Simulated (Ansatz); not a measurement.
# SnS: relaxing cell and atoms, part 2 of 2

Aim: in SnS, a crystal from a database, its volume scaled a little, relax cell and atoms, then read levels, charges and fields where it ends.

Ansatz 0.2.0; DFT, r2SCAN, no spin polarisation, plane waves, PAW. Relaxing cell and atoms.

## 7. Results

The COD entry's cell or inner coordinates are ideal or old and differ from later refinements, so a difference from it is no clean test against experiment.

What follows sums up all 2 parts.

```
                                      quantity                                                                       value
                                         moves                                                                           6
                                 energy gained                                                               20.7 meV/atom
                                  largest move                                                                 0.10 Å (Sn)
          space group (0.01 Å), before / after                                                                 Pnma / Pnma
                                          cell  a = 4.551 Å, b = 11.355 Å, c = 3.955 Å, α = 90.00°, β = 90.00°, γ = 90.00°
                                        volume                                                      25.54 Å³/atom (+9.9 %)
                           pressure at the end                                                                    0.00 GPa
formation energy (elements from separate runs)                                                               -0.49 eV/atom
                                    gap (mesh)                                                           1.33 eV, indirect
                              least direct gap                                                                     1.56 eV
                                 Bader charges                                                         Sn +1.01, S -1.01 e
```

The volume grew by 9.9 %, and the largest move of an atom is 0.10 Å apart from the change of the cell; the energy fell by 20.7 meV per atom. The run held to 8 symmetry operations, so a lower structure without them is not ruled out. By a distance rule the end structure falls into sheets, and the functional has no dispersion term: where only weak forces hold such sheets, the spacing at the end is too wide to trust. It is gapped: 1.33 eV, with the least direct gap at 1.56 eV; within 0.7 eV of the edges the states project mainly on S p (53 %), Sn s (32 %) and Sn p (13 %) below and Sn p (62 %) and S p (15 %) above. A semilocal functional usually gives too small a gap. By Bader's partition Sn gives up most (+1.01 e) and S takes most (-1.01 e). Against the elements' reference phases (alpha-Sn (diamond), alpha-S8 (Fddd); separate runs with the same functional) the formation energy is -0.49 eV per atom, which says nothing yet of rival compounds.
